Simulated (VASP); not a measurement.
A run of VASP 6.6.1:

Contents of POSCAR:

```
H26C9N2
1.0
    8.1326830000      0.0000000000      0.0000000000
    0.0000000000      8.1326830000      0.0000000000
    0.0000000000      0.0000000000      8.1326830000
C N H
9 2 26
Direct
    0.3563409094      0.9753973542      0.0163723103
    0.4074124368      0.8408770335      0.1221262827
    0.2210661670      0.3847368867      0.2478108351
    0.3483344669      0.2926281284      0.3319519861
    0.2905799016      0.5895771478      0.7671590986
    0.7425507422      0.7948865323      0.7918271633
   -0.0009345985      0.8143471684      0.2626768175
    0.0929632350      0.0859196285      0.6498087679
    0.6293970893      0.3006482124      0.8375585979
    0.4461370019      0.7331922388      0.2056684255
    0.4496851755      0.2185494983      0.3981893856
    0.4044337284      1.0902383917      0.0655576191
    0.4027282880      0.9575429786     -0.1080709033
    0.2224389712      0.9800252305      0.0128031197
    0.2474461289      0.5160834352      0.2577516463
    0.2185089043      0.3520679750      0.1174238369
    0.1017917195      0.3558581000      0.3024414592
    0.1903166432      0.6780611637      0.7606649981
    0.4076870985      0.6535403214      0.7738069162
    0.2893310432      0.5120721225      0.6580980749
    0.2761828341      0.5135957531      0.8762420596
    0.7772366715      0.6680513916      0.7671331109
    0.8514453681      0.8723695783      0.7907733182
    0.6840584986      0.8015996195      0.9121166638
    0.6583282817      0.8371565357      0.6968091392
    0.0973262082      0.9019347593      0.2862790935
   -0.0009259707      0.7230592387      0.3604485478
    0.0201619941      0.7538839060      0.1450788882
   -0.1189793054      0.8769187529      0.2604079798
   -0.0014458051      0.1392294023      0.7284805190
    0.0427464235      0.0683316222      0.5268605368
    0.1304374752     -0.0333088016      0.6981066593
    0.1995062949      0.1667201434      0.6437490720
    0.5722553037      0.3486209465      0.9488178364
    0.5762919177      0.1825299689      0.8047442066
    0.7606474793      0.2854145255      0.8589992810
    0.6098772783      0.3857813101      0.7365251505
```

Contents of INCAR.step1:

```
SYSTEM = H26C9N2
  PREC = Accurate
  ENCUT = 520
  ISMEAR = -1
  SIGMA = 0.05
  LREAL = Auto
  LASPH = .True.
  NELM = 100
  NBANDS = 60
  GGA = PE
  ALGO = Normal
  EDIFF = 1E-4
  LWAVE = .True.
  LCHARG = .False.
```

File INCAR.step2:

```
SYSTEM = H26C9N2
  PREC = Accurate
  ENCUT = 520
  EDIFF = 1E-6
  ISMEAR = -1
  SIGMA = 0.05
  LREAL = Auto
  LASPH = .True.
  NELM = 100
  ALGO = Normal
  ISIF = 2
  LWAVE = .False.
  LCHARG = .False.
  METAGGA = R2SCAN
  LMIXTAU = .True.
  NBANDS = 60
  ISTART = 1
```

Contents of KPOINTS:

```
regular mesh
0
Gamma
  1 1 1
  0 0 0
```

Potentials or basis: VASP PAW PBE potentials, release 64 (C, N, H).

Launch:

```console
$ cat potpaw_PBE.64/C/POTCAR potpaw_PBE.64/N/POTCAR potpaw_PBE.64/H/POTCAR > POTCAR
$ cp INCAR.step1 INCAR
$ mpirun -np 1 vasp_gam > vasp.out
$ cp INCAR.step2 INCAR
$ mpirun -np 1 vasp_gam > vasp.out
```

Hardware: 1 thread of Intel(R) Xeon(R) Platinum 8488C (Sapphire Rapids), on a shared host.

Estimate the wall time of this run.

It took 4.7 min on 1 thread of Intel(R) Xeon(R) Platinum 8488C (Sapphire Rapids), with other jobs on the host, peak memory 0.53 GiB. Counts: scf iterations 15, k points 1.
